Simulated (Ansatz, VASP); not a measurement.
Two plane-wave programs on BaZrO3

```
CELL_PARAMETERS angstrom
4.18150 0.00000 0.00000
0.00000 4.18150 0.00000
0.00000 0.00000 4.18150
ATOMIC_POSITIONS crystal
Ba 0.50000 0.50000 0.50000
Zr 0.00000 0.00000 0.00000
O 0.50000 0.00000 0.00000
O 0.00000 0.50000 0.00000
O 0.00000 0.00000 0.50000
```

Alike in both runs: task single point; functional PBE; k mesh 4 × 4 × 4; occupations gaussian, width 0.1 eV; no spin polarisation.

|  | VASP | Ansatz |
| --- | --- | --- |
| version | VASP 6.6.1 | Ansatz 0.2.0 |
| potentials or method | VASP PAW PBE potentials, release 64 (Ba_sv, Zr_sv, O) | scalar-relativistic, plane waves, PAW |
| plane-wave cutoff (eV) | 520 | 420 |
| valence electrons in the cell | 40 | 40 |

|  | VASP | Ansatz | Ansatz less VASP |
| --- | --- | --- | --- |
| gap on the k mesh at the Fermi level (eV) | 3.20 | 3.25 | +0.052 |
| least direct gap on the mesh (eV) | 3.41 | 3.44 | +0.023 |
| pressure (GPa) | 6.4 | 5.3 | -1.08 |

The functional is the same, so the differences come from potentials, cutoffs and numerics.

Caveats: spin-orbit coupling is left out, which moves the levels of the heavy elements. A k mesh can miss the band edges. A hybrid or GW would open this gap; PBE tends to underestimate it.
